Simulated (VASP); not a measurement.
Runs of VASP 6.6.1 on Hf. The structure is hexagonal, space group P6_3/mmc (No. 194). The conventional cell has a = 3.197 Å, b = 3.197 Å, c = 5.058 Å, α = 90.00°, β = 90.00°, γ = 120.00°. Around Hf (site symmetry -6m2) lie 12 Hf at 3.13 to 3.20 Å. 

```tsv
level	potentials or basis	further INCAR settings	pressure (GPa)
PBEsol	VASP PAW PBE potentials, release 64 (Hf_pv)	ALGO = Fast; EDIFF = 1e-07	-4.3
RPBE	VASP PAW PBE potentials, release 64 (Hf_pv)	ALGO = Fast; EDIFF = 1e-07	(b)
BLYP	VASP PAW PBE potentials, release 64 (Hf_pv)	ALGO = Fast; EDIFF = 1e-07	3.4
r2SCAN	VASP PAW PBE potentials, release 64 (Hf_pv)	ALGO = Normal; EDIFF = 1e-07	(a)
revPBE	VASP PAW PBE potentials, release 64 (Hf_pv)	ALGO = Fast; EDIFF = 1e-07	2.2
LDA	VASP PAW LDA potentials, release 64 (Hf_pv)	ALGO = Fast; EDIFF = 1e-07	-7.8
PBE	VASP PAW PBE potentials, release 64 (Hf_pv)	ALGO = Fast; EDIFF = 1e-07	0.2
```

Alike in all rows: task band structure; no spin polarisation; cell as given; k mesh 10 × 10 × 5; cutoff (eV) 520; smearing fermi-dirac 0.05 eV.

Problem. Fill in the values left out.

Solution. (a) -0.8; (b) 3.0.

Caveats: the PAW data sets were made with another functional, which shifts forces and pressure a little (some runs).
